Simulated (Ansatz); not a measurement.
Nb: changing the pressure

The cell as given:

Space group Fm-3m (No. 225). a = 4.230 Å, b = 4.230 Å, c = 4.230 Å, α = 90.00°, β = 90.00°, γ = 90.00°
```json
{"atom": "Nb", "site": "4a", "symmetry": "m-3m", "x": "0.0000", "y": "0.0000", "z": "0.0000"}
```

This isn't the form of Nb at room conditions, which is bcc.

Kept alike: task relaxation of cell and atoms; functional PBEsol; k mesh 11 × 11 × 11; occupations fermi-dirac, width 0.05 eV; no spin polarisation. Program: Ansatz, Ansatz PAW, cutoff 420 eV. The mesh is that of the run's cell of 1 atom. No spin-orbit coupling.

```tsv
pressure, P (GPa)	volume (Å³/atom)
0	18.080
2	?
5	17.600
10	17.172
20	16.430
```

The relaxations keep at least the cell's symmetry (Fm-3m). For a metal such a mesh leaves the last digits unconverged. Runs of this series that gave no sound value for these columns are left out. The runs follow the start's structure, whether or not it is the stable one at these pressures. All rows use potentials made for PBE.

**Question.** Fit the rows shown and predict the run at 2 GPa.

**Answer.** Murnaghan's form V = V0 (1 + B′P/B0)^(-1/B′) through the rows shown has V0 = 18.0798, B0 = 178.2 GPa and B′ = 3.26 (largest miss 0.0008); at P = 2 it gives 17.882 Å³/atom. The run gave: volume 17.881 Å³/atom.

Compression shrinks fcc Nb smoothly, from 18.080 to 16.430 Å³/atom over the range, and each further gigapascal removes less volume than the last. The fitted bulk modulus of 178.2 GPa marks a stiff metal, as expected for a group 5 element whose partly filled 4d band has mostly bonding states occupied. Squeezing the lattice widens that band and strengthens d bonding, but the kinetic energy of the sp electrons and the repulsion from the ion cores rise faster, which accounts for the growing resistance.

The close match at 2 GPa shows that the equation of state interpolates well and that no abrupt electronic change disturbs the curve there. It is a weak test of B′, which rests on the slight curvature of four points and would matter far more in an extrapolation to higher pressure. A smooth response to uniform compression also says nothing about resistance to shear, and fcc Nb is known to be unstable against the tetragonal distortion that leads towards bcc.
